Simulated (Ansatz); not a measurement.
Crystal: HfN.

```
Hf N
1.0
     0.00000    2.25600    2.25600
     2.25600    0.00000    2.25600
     2.25600    2.25600    0.00000
Hf N
1 1
Direct
  0.00000 0.00000 0.00000
  0.50000 0.50000 0.50000
```

```yaml
Program: Ansatz 0.2.0
Task: relaxation of cell and atoms
Functional: LDA
Potentials_or_basis: all-electron LAPW, scalar-relativistic
Basis_error_allowed: 0.001 eV/atom
k_mesh: 10 × 10 × 10
Occupations: fermi-dirac, width 0.05 eV
Spin: no spin polarisation
Hubbard_terms: Hf d U = 2 eV
```

At the start: volume 11.48 Å³/atom.

Task: How do energy, volume and symmetry change on relaxing?

Result: Over 5 steps the energy falls by 3.8 meV/atom and the volume is 11.26 Å³/atom (-1.9 %); space group Fm-3m (No. 225, to 0.05 Å).

The path:
| step | energy change (eV) | largest force (eV/Å) | volume (Å³) |
| --- | --- | --- | --- |
| 1 | 0.0000 | 0.0000 | 22.96 |
| 2 | -0.0056 | 0.0000 | 22.30 |
| 3 | -0.0076 | 0.0000 | 22.53 |
| 4 | -0.0076 | 0.0000 | 22.52 |
| 5 | -0.0076 | 0.0000 | 22.52 |

Final structure:
```
Hf N
1.0
     0.00000    2.24144    2.24144
     2.24144    0.00000    2.24144
     2.24144    2.24144    0.00000
Hf N
1 1
Cartesian
  0.0000 0.0000 0.0000
  2.2414 2.2414 2.2414
```

Caveat: U is the effective U less J, on atomic orbitals that reach past the spheres; U without spin polarisation on a metal has little footing.
